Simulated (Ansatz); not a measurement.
SnTe: pressure against volume scale

Periodic Kohn-Sham DFT of a crystal at fixed atoms, scaled to volume_scale times the given cell; pressure positive in compression, energy less spherical unpolarised free atoms, largest_vzz the field gradient of largest size among the nuclei. The results are calculated, by Ansatz 0.2.0.

The cell before it is scaled or strained (space group Fm-3m, No. 225):
```
cell vectors (Å)
   0.0000     3.1565     3.1565
   3.1565     0.0000     3.1565
   3.1565     3.1565     0.0000
atoms (fractions of the cell vectors)
Sn  0.00000  0.00000  0.00000
Te  0.50000  0.50000  0.50000
```

Settings of every row: method frozen-core PAW; functional PBE; relativity scalar; k mesh 11x11x11; filling fermi-dirac; smearing width 0.08 eV; wave cutoff 420 eV; paw set soft_2.

Atom start moment: 0 on all atoms.

Limits: no spin-orbit coupling on heavy atoms.

```csv
row,volume scale,V (Å³/atom),pressure (GPa)
1,0.94,29.563,5.502
2,0.96,30.192,4.221
3,0.98,30.821,3.068
4,0.99,31.135,?
5,1.01,31.764,1.55
6,1.02,32.079,1.095
7,1.04,32.708,0.253
8,1.06,33.337,-0.507
```

Question: what pressure should row 4 give?

Worked fit of pressure. Take u = (V_r/V)^(2/3) − 1 with V_r = 31.764 Å³ an atom, which is twice the finite (Eulerian) strain; such expansions in the strain, on which the Birch-Murnaghan equation of state is built, carry the rest volume and the bulk modulus. The shown rows have u = 0.04904, 0.03442, 0.02029, 0, -0.00656, -0.01933, -0.03171. Least squares give pressure = 1.5509 + 70.802 × u + 191.41 × u² + 158.5 × u³ GPa; a parabola predicts inner rows, each left out in turn, worse (root mean square 0.003 against 0.00082 GPa). The rows lie off it by 0.000, 0.000, 0.000, -0.001, 0.000, 0.000, 0.000. The pressure vanishes at u = -0.0234, or V = 32.91 Å³ an atom, and there the bulk modulus at fixed shape and fractions is B = −V dP/dV = (2/3)(1 + u) dP/du = 40.4 GPa. The withheld row has u = 0.01342, so the fit gives 1.5509 + 70.802 × (0.01342) + 191.41 × (0.01342)² + 158.5 × (0.01342)³ = 2.536 GPa.

The calculation gave 2.535 GPa. The fit lies 0.001 GPa (0.017 % of the column's range) above it, one unit of the last digit.
